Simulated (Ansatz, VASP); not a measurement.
This is a calculation of Na for Ansatz 0.2.0.

The input input.yaml:

```yaml
crystal:
  lattice:
    - [-2.141, 2.141, 2.141]
    - [2.141, -2.141, 2.141]
    - [2.141, 2.141, -2.141]
  atoms:
    - { symbol: Na, position: [0.0, 0.0, 0.0] }
kpoints:
  mp_grid: { grid: [5, 5, 5] }
scf:
  occupations: { method: fermi_dirac, width: 0.04 }
hamiltonian:
  xc: pbe
  pseudopotentials: { kind: all_electron, lapw: { basis_error: 0.002 } }
output:
  forces: true
  stress: true
  eigenvalues: true
```

Potentials or basis: all-electron LAPW, scalar-relativistic.

Run with:

```console
$ ansatz run input.yaml --threads 1 --pin off --max-ram 2560MiB --backend cpu --events-out ev --progress --plain --runs-dir out
```

Translate it to VASP 6.6.1. Potentials there: VASP PAW PBE potentials, release 64 (Na_pv).

As run (the cutoff follows the program's own potentials):

File INCAR:

```
  ALGO = Fast
  EDIFF = 1E-6
  ENCUT = 520
  GGA = PE
  ISIF = 2
  ISMEAR = -1
  LASPH = True
  LCHARG = True
  LELF = True
  LREAL = False
  LVHAR = True
  LWAVE = False
  NBANDS = 10
  NELM = 100
  PREC = Accurate
  SIGMA = 0.04
```

The input KPOINTS:

```
k-points
0
Gamma
  5 5 5
```

File POSCAR:

```
Na
1.0
   -2.1410000000      2.1410000000      2.1410000000
    2.1410000000     -2.1410000000      2.1410000000
    2.1410000000      2.1410000000     -2.1410000000
Na
1
Direct
    0.0000000000      0.0000000000      0.0000000000
```

Potentials or basis: VASP PAW PBE potentials, release 64 (Na_pv).

Run with:

```bash
$ cat potpaw_PBE.64/Na_pv/POTCAR > POTCAR
$ mpirun -np 1 vasp_std > vasp.out
```

Both were run:

|  | VASP | Ansatz | Ansatz less VASP |
| --- | --- | --- | --- |
| gap on the k mesh at the Fermi level (eV) | none | none | - |
| pressure (GPa) | -0.5 | -0.4 | +0.11 |

A gap of «none» marks a metal or a gap that the smearing closes. Ansatz ran all-electron here, so the differences hold the error of VASP's frozen core and of both bases.

Caveats: the k mesh is coarse (spacing up to 0.42 Å⁻¹), so the values aren't converged.
